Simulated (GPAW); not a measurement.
## 1 ML Cr on Rh(001), 1 substrate layers: exchange couplings by hand from total energies

Aim: get Heisenberg couplings of 1 ML Cr on Rh(001), 1 substrate layers from the energies of collinear orders, with pencil and paper, and test them on an order left out of the fit.

Main program and level: GPAW 26.7.0; PBE; plane waves with GPAW's PAW setups, scalar-relativistic.

**1. The structure**

The cell holds 2 atoms: 1 Rh and 1 Cr. Its edges and angles: a = 2.684 Å, b = 2.684 Å, c = 15.809 Å, α = 90.0°, β = 90.0°, γ = 90.0°. pseudomorphic film on the substrate's lattice, hard-sphere layer spacings, unrelaxed, 14 A of vacuum. Vacuum lies along c.

**2. The parallel order**

All energies count from this run.

order1.py reads:

```python
import json
import numpy as np
from ase import Atoms
from ase.parallel import paropen, parprint
from gpaw import GPAW

atoms = Atoms(['Rh', 'Cr'],
    cell=[[2.683965, 0.0, 0.0],
         [0.0, 2.683965, 0.0],
         [0.0, 0.0, 15.809132]],
    scaled_positions=[[0.0, 0.0, 0.442782],
         [0.5, 0.5, 0.557218]],
    pbc=True,
    magmoms=[0.0, 2.5])
atoms.calc = GPAW(mode={'name': 'pw', 'ecut': 550},
    xc='PBE',
    kpts={'size': (10, 10, 1), 'gamma': True},
    occupations={'name': 'fermi-dirac', 'width': 0.1},
    convergence={'density': 1e-05, 'energy': 1e-05},
    maxiter=200,
    symmetry={'tolerance': 1e-4},
    txt='order1.txt')
e = atoms.get_potential_energy(force_consistent=True)
res = {'free_energy': e, 'energy_sigma0': atoms.get_potential_energy(), 'fermi_energy': atoms.calc.get_fermi_level()}
res['moments'] = atoms.get_magnetic_moments().tolist()
res['total'] = atoms.get_magnetic_moment()
parprint('site moments (muB):', np.round(res['moments'], 3))
parprint(f"total moment: {res['total']:.3f} muB")
parprint(f'free energy: {e:.6f} eV')
atoms.calc.write('order1.gpw')
n = atoms.calc.get_pseudo_density()
up, down = (atoms.calc.get_pseudo_density(spin=i) for i in (0, 1))
np.savez('grids.npz', density=n, spin=up - down)
with paropen('results.json', 'w') as f:
    json.dump(res, f)
```

On the command line:

```bash
$ OMP_NUM_THREADS=1 python3 order1.py > order1.log
```

Output:

```text
site moments (muB): [-0.027  3.073]
total moment: 3.767 muB
free energy: -14.476263 eV

--- order1.txt ---
Input parameters:
  mode=PW(ecut=550),
  convergence={'density': 1e-05, 'energy': 1e-05},
  kpts=MonkhorstPack(size=(10, 10, 1), gamma=True),
  maxiter=200,
  occupations=Occupations(name='fermi-dirac', width=0.1),
  symmetry=Symmetry(tolerance=0.0001),
  xc=XC(name='PBE')

Diagonalizing LCAO Hamiltonian
[...]
|          5 |        -5.153 |     1.000 |        -4.743 |     1.000 |
|          6 |        -3.353 |     1.000 |        -1.622 |     1.000 |
[...]
|         15 |         0.697 |     0.000 |         2.484 |     0.000 |
|         16 |         3.318 |     0.000 |         3.686 |     0.000 |
|         17 |         3.833 |     0.000 |         4.079 |     0.000 |
|         18 |         5.591 |     0.000 |         5.899 |     0.000 |

No gap
No difference between direct/indirect transitions


[key lines of the parts left out:]
Free energy:     -14.476263
Converged in 27 steps
dipole moment: (-8.037429, -8.037429, 0.049635)  # |e|*Ang
Fermi level: -0.697
```

The job ended after 67 s (1 MPI rank of Intel Xeon Platinum 8488C (Sapphire Rapids), shared host; peak memory 0.24 GiB).

Spin moment in the augmentation sphere by atom:

```tsv
atom	spin moment in the augmentation sphere (μB)
Rh1	-0.03
Cr2	3.07
```

This step gave:

- magnetization: 3.767 μB
- final state: ferromagnetic

After 27 cycles the largest moment stands at 3.07 μB.

**3. The orders used for the fit**

The other orders were run with the same settings, on meshes that hold the same points. Free energies (smearing 0.1 eV, its entropy term included) are divided by the number of Cr atoms; q is in fractions of the reciprocal vectors of the first run's cell.

```tsv
order	atoms	mesh	free energy (eV)	eV per Cr	largest moment (μB)
F +	2	10×10×1	-14.4763	-14.4763	3.07
AF q=(1/2,1/2,0) +-	4	5×10×1	-29.3851	-14.6926	2.79
```

**4. Counting neighbours**

With E = −Σ J e_i·e_j over ordered pairs of unit vectors, turning a neighbour from parallel to opposed costs 2J a Cr atom. So an order lies 2 Σ n J over the parallel one, n being the opposed neighbours in each shell.

```tsv
shell	distance (Å)	neighbours	opposed in AF q=(1/2,1/2,0) +-	opposed in AF q=(0,1/2,0) +-
J1	2.68	4	4	2
J2	3.80	4	0	4
```

Only J1 is kept.

**5. Solving**

```
2 × 4 × J1 = -216.29 meV    (AF q=(1/2,1/2,0) +-)
J1 = -27.04 meV
```

**6. The test**

The couplings now give the orders that were left out:

```
2 × 2 × (-27.04) = -108.16 meV    (AF q=(0,1/2,0) +-)
```

The runs themselves:

```tsv
order	atoms	mesh	free energy (eV)	eV per Cr	largest moment (μB)	over the parallel order (meV)	foretold (meV)
AF q=(0,1/2,0) +-	4	10×5×1	-29.3974	-14.6987	2.94	-222.44	-108.16
```

**7. One more shell**

The miss asks for the next shell, which takes one more order into the fit and leaves none for a test.

```
2 × 4 × J1 = -216.29 meV    (AF q=(1/2,1/2,0) +-)
2 × 2 × J1 + 2 × 4 × J2 = -222.44 meV    (AF q=(0,1/2,0) +-)
J1 = -27.04 meV
J2 = -14.29 meV
```

**8. What came out**

| Property | Result |
| --- | --- |
| J1 (Cr–Cr at 2.68 Å) | -27.0 meV |
| largest miss on the orders left out | 114 meV |
| J1 with 2 shells | -27.0 meV |
| J2 with 2 shells | -14.3 meV |

What this shows: The model misses the order left out by 114 meV, 51 % of the span of the orders, so it fails: these couplings alone don't describe the crystal. With the next shell added the couplings are J1 = -27.04 and J2 = -14.29 meV, untested. The first dropped shell that the test feels is J2 at 3.80 Å. The site moments spread by 9.2 % over the orders, so moments are not rigid and part of the miss lies outside a spin model. In a metal couplings reach far, and the mesh was not tested. The couplings are effective ones: further shells with opposed neighbours are folded into them or show in the miss. No mean-field temperature is given: it needs a model that holds, an unfrustrated order and couplings in all three dimensions.

[Logs and program files are shortened in this print: banners, set-up blocks, solver, clock and traceback lines can be left out without a mark of their own.]

[Logs are printed without paths, hosts, clocks, repeated set-up lines and the standing remarks that a program may print on its own settings, such as how far it seeks lower states.]

[Hosts, paths, dates, database ids (printed as entryN), source tags and the programs' standing remarks are cut or masked in the printed files.]

[Where a cell is said to come from a database of computed structures, the database is the Materials Project.]
